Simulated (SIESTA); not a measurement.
The system is VO2.

```
V O
1.0
     4.50720    0.00000    0.00000
     0.00000    4.50720    0.00000
     0.00000    0.00000    3.04445
V O
2 4
Cartesian
  2.2536 2.2536 1.5222
  0.0000 0.0000 0.0000
  0.9031 3.6041 1.5222
  3.6041 0.9031 1.5222
  3.1567 3.1567 0.0000
  1.3505 1.3505 0.0000
```

The cell is a database's computed one.

* Program: SIESTA 5.4.2
* Task: relaxation of cell and atoms
* Functional: PBE-libxc
* Potentials or basis: PseudoDojo 0.4 standard (PBE files)
* Basis: DZP (energy shift 0.002 Ry)
* Grid cutoff: 800 Ry
* Energy shift: 0.002 Ry
* k mesh: 4 × 4 × 6
* Occupations: fermi-dirac, width 0.05 eV
* Spin: collinear spin, ferromagnetic start
* Starting moments: [2.0, 2.0, 0.0, 0.0, 0.0, 0.0] μB

At the start: pressure -6.6 GPa; volume 10.31 Å³/atom.

How do energy, volume and symmetry change on relaxing?

Over 13 steps the energy falls by 42.8 meV/atom and the volume is 10.04 Å³/atom (-2.6 %); space group P4_2/mnm (No. 136, to 0.05 Å); moment 2.00 μB per cell.

Step by step:
| step | energy change (eV) | largest force (eV/Å) | pressure (GPa) | volume (Å³) |
| --- | --- | --- | --- | --- |
| 1 | 0.0000 | 0.2580 | -6.62 | 61.85 |
| 2 | -0.1065 | 0.0729 | -1.44 | 60.50 |
| 3 | -0.1260 | 0.5901 | 5.81 | 59.04 |
| 4 | -0.1330 | 0.3233 | 2.19 | 59.72 |
| 5 | -0.2228 | 0.0903 | 3.16 | 59.41 |
| 6 | -0.2399 | 0.1410 | 4.31 | 59.08 |
| 7 | -0.2422 | 0.0683 | 3.91 | 59.19 |
| 8 | -0.2304 | 0.0741 | -5.06 | 61.70 |
| 9 | -0.2564 | 0.0575 | -0.40 | 60.31 |
| 10 | -0.2266 | 0.4883 | 2.21 | 60.20 |
| 11 | -0.2566 | 0.0032 | -0.17 | 60.30 |
| 12 | -0.2566 | 0.0020 | 0.29 | 60.18 |
| 13 | -0.2566 | 0.0024 | 0.01 | 60.25 |

Final structure:
```
V O
1.0
     4.59367    0.00000    0.00000
     0.00000    4.59367    0.00000
     0.00000    0.00000    2.85526
V O
2 4
Direct
  0.50000 0.50000 0.50000
  0.00000 0.00000 0.00000
  0.20008 0.79992 0.50000
  0.79992 0.20008 0.50000
  0.70008 0.70008 0.00000
  0.29992 0.29992 0.00000
```

Caveat: semicore shells carry a single zeta, which can move pressures by several GPa and volumes by a few percent; the basis of atomic orbitals isn't converged, which shifts pressures, moduli and gaps.
